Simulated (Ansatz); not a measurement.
## TaN: enthalpy against pressure

TaN, P-62m, a = 5.200 Å, c = 2.910 Å. Ansatz: r2SCAN, PAW, 500 eV, Γ-centred 12×12×12 mesh on 6 atoms, Gaussian smearing 0.10 eV; no spin polarisation. Cell and atoms are relaxed at each pressure, and no other structure is tried, so the rows at high pressure may lie past a change of phase. y is the enthalpy over the state at zero pressure; there V0 = 11.357 Å³/atom. The pressures are the targets, met within 0.07 GPa.

| P (GPa) | y (eV/atom) |
| --- | --- |
| -3.0 | -0.2137 |
| 0.0 | 0.0000 |
| 3.0 | 0.2117 |
| 8.0 | ? |
| 15.0 | 1.0406 |
| 30.0 | 2.0414 |
| 60.0 | 3.9485 |

Question: Fit y = c1 P + c2 P² + c3 P³ to the other rows, say what c1 and c2 mean, and predict the missing value.

Answer: Least squares on the rows shown. y = 0.070863 P − 0.00010362 P² + 3.2292×10⁻⁷ P³. Since dH/dP = V, c1 is V0: 0.070863 eV/GPa × 160.2 = 11.352 Å³ against 11.357; c2 = −V0/(2B0) gives B0 = 342 GPa, where a Birch–Murnaghan fit to the volumes of the same runs (not shown) gives 326 GPa: a cubic over this range folds the higher terms into c2. At P = 8.0 the fit asked for gives 0.5604 eV/atom. The run gave 0.5604 eV/atom, the same to the digits shown.

Spin–orbit coupling is left out, which can shift energies with elements as heavy as these.